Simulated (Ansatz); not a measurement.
# Mo (dhcp): energy against volume

Method: Ansatz 0.2.0, DFT, PBE, plane waves (420 eV) with PAW, scalar-relativistic.

The cell is scaled uniformly from the relaxed one, with fractional coordinates and shape fixed. Energies are extrapolated to zero smearing, pressures are those at the given smearing. Magnetic state: spin not included.

A Birch-Murnaghan fit gives V₀ = 16.06 Å³/atom, B₀ = 239 GPa, B₀′ = 4.1.

Problem. What are the energy above the minimum and the pressure at 15.436 Å³/atom?

Solution. 19.5 meV/atom and 10.56 GPa as computed.

Problem. What are the energy above the minimum and the pressure at 17.366 Å³/atom?

Solution. 69.1 meV/atom and -15.63 GPa as computed.

Problem. What are the energy above the minimum and the pressure at 18.009 Å³/atom?

Solution. 144.7 meV/atom and -21.30 GPa as computed.
